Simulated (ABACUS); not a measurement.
Runs of ABACUS 3.10.1 on AlRu. It takes space group Pm-3m (No. 221, cubic). The conventional cell has a = 2.992 Å, b = 2.992 Å, c = 2.992 Å, α = 90.00°, β = 90.00°, γ = 90.00°. Around Ru (site symmetry m-3m) lie 8 Al at 2.59 Å. Around Al (site symmetry m-3m) lie 8 Ru at 2.59 Å. 

```csv
level,gap on the mesh (eV),pressure (GPa)
PBEsol,none,-1.5
LDA,none,-3.6
BLYP,none,(b)
PBE,none,(a)
SOGGA,none,-3.3
```

Alike in all rows: task single point; potentials or basis PseudoDojo NC SR 0.4.1 PBE standard, DZP LCAO (the cutoffs set its grid); no spin polarisation; cell as given; k mesh 9 × 9 × 9; cutoff (eV) 1361; smearing fermi-dirac 0.05 eV.

**Question.** Fill in the values left out.

**Answer.** (a) 3.5; (b) 12.0.

Caveats: the atomic orbitals were generated for these runs and aren't a published set; the basis of atomic orbitals isn't converged, which shifts pressures, moduli and gaps; the potentials were made for another functional, which shifts forces and pressure (some runs).

A k mesh can miss the band edges, and the runs leave out spin-orbit coupling on Ru.

A gap of «none» marks a metal or a gap under the smearing width.
